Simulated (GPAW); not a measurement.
ZnO (zincite):

```
Zn O
1.0
     3.24931    0.00000    0.00000
    -1.62465    2.81398    0.00000
     0.00000    0.00000    5.20571
Zn O
2 2
Direct
  0.66667 0.33333 0.00000
  0.33333 0.66667 0.50000
  0.33333 0.66667 0.87901
  0.66667 0.33333 0.37901
```

| Quantity | Value |
| --- | --- |
| Program | GPAW 26.7.0 |
| Task | relaxation of cell and atoms |
| Functional | PBEsol |
| Dispersion | D4 |
| Potentials or basis | PAW data sets generated in the run's folder for this functional |
| Cutoff | 800 eV |
| Basis | pw |
| k mesh | 6 × 6 × 3 |
| Occupations | fermi-dirac, width 0.05 eV |
| Spin | no spin polarisation |

At the start: pressure -3.4 GPa; volume 11.90 Å³/atom.

Question: How do energy, volume and symmetry change on relaxing?

Answer: Over 28 steps the energy falls by 3.3 meV/atom and the volume is 11.61 Å³/atom (-2.4 %); space group P6_3mc (No. 186, to 0.05 Å).

Step by step:
| step | energy change (eV) | largest force (eV/Å) | pressure (GPa) | volume (Å³) |
| --- | --- | --- | --- | --- |
| 1 | 0.0000 | 0.0640 | -3.45 | 47.60 |
| 2 | -0.0021 | 0.0540 | -3.19 | 47.51 |
| 3 | -0.0055 | 0.0343 | -2.69 | 47.33 |
| 4 | -0.0092 | 0.0093 | -1.97 | 47.09 |
| 5 | -0.0118 | 0.0180 | -1.07 | 46.79 |
| 6 | -0.0126 | 0.0387 | -0.06 | 46.47 |
| 7 | -0.0126 | 0.0372 | -0.06 | 46.47 |
| 8 | -0.0127 | 0.0346 | -0.05 | 46.47 |
| 9 | -0.0127 | 0.0308 | -0.05 | 46.47 |
| 10 | -0.0127 | 0.0259 | -0.05 | 46.47 |
| 11 | -0.0128 | 0.0203 | -0.04 | 46.46 |
| 12 | -0.0128 | 0.0140 | -0.04 | 46.46 |
| 13 | -0.0128 | 0.0076 | -0.03 | 46.46 |
| 14 | -0.0128 | 0.0005 | -0.02 | 46.46 |
| 15 | -0.0128 | 0.0070 | -0.01 | 46.45 |
| 16 | -0.0128 | 0.0060 | -0.01 | 46.45 |
| 17 | -0.0131 | 0.0057 | -0.01 | 46.45 |
| 18 | -0.0131 | 0.0052 | -0.01 | 46.45 |
| 19 | -0.0131 | 0.0047 | -0.01 | 46.45 |
| 20 | -0.0131 | 0.0040 | -0.01 | 46.45 |
| 21 | -0.0131 | 0.0032 | 0.00 | 46.45 |
| 22 | -0.0131 | 0.0023 | 0.00 | 46.45 |
| 23 | -0.0131 | 0.0013 | 0.00 | 46.45 |
| 24 | -0.0131 | 0.0001 | 0.00 | 46.45 |
| 25 | -0.0131 | 0.0014 | 0.00 | 46.45 |
| 26 | -0.0131 | 0.0029 | 0.00 | 46.45 |
| 27 | -0.0131 | 0.0044 | 0.00 | 46.45 |
| 28 | -0.0131 | 0.0058 | 0.00 | 46.45 |

Final structure:
```yaml
crystal:
  lattice:
    - [3.21845, 0.00000, 0.00000]
    - [-1.60923, 2.78726, 0.00000]
    - [0.00000, 0.00000, 5.17822]
  atoms:
    - { symbol: Zn, position: [0.66667, 0.33333, 0.99950] }
    - { symbol: Zn, position: [0.33333, 0.66667, 0.49949] }
    - { symbol: O, position: [0.33333, 0.66667, 0.87951] }
    - { symbol: O, position: [0.66667, 0.33333, 0.37951] }
```

Caveat: the k mesh is coarse; later steps reuse the first step's grids.
